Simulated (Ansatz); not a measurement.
## WSi2: how the free axis answers a strain

WSi2, I4/mmm, a = 3.211 Å, c = 7.805 Å. Ansatz: r2SCAN, PAW, 500 eV, Γ-centred 12×12×6 mesh on 6 atoms, Gaussian smearing 0.10 eV; no spin polarisation. Series: uniaxial strain along a, with b, c and atoms relaxed; x is the strain in per cent. y is the change of c in per cent of 7.805 Å.

| x (%) | y (%) |
| --- | --- |
| -4.5 | ? |
| -3.0 | 0.40 |
| -1.5 | 0.20 |
| 0.0 | 0.00 |
| 1.5 | -0.18 |
| 3.0 | -0.37 |
| 4.5 | -0.54 |

Question: Fit y = c1 x + c2 x² to the other rows, say what c1 measures, and predict the missing y.

Answer: Least squares on the rows shown. y = −0.1280 x + 0.001801 x². So −c1 = 0.128 is Poisson's ratio for this pair of axes. Along b the same runs (not shown) give 0.25. At x = -4.5 the fit asked for gives 0.61 %. The run gave 0.62 %, so the fit is 0.01 % too low, a small miss on the scale of the series.

Spin–orbit coupling is left out, which can shift energies with elements as heavy as these.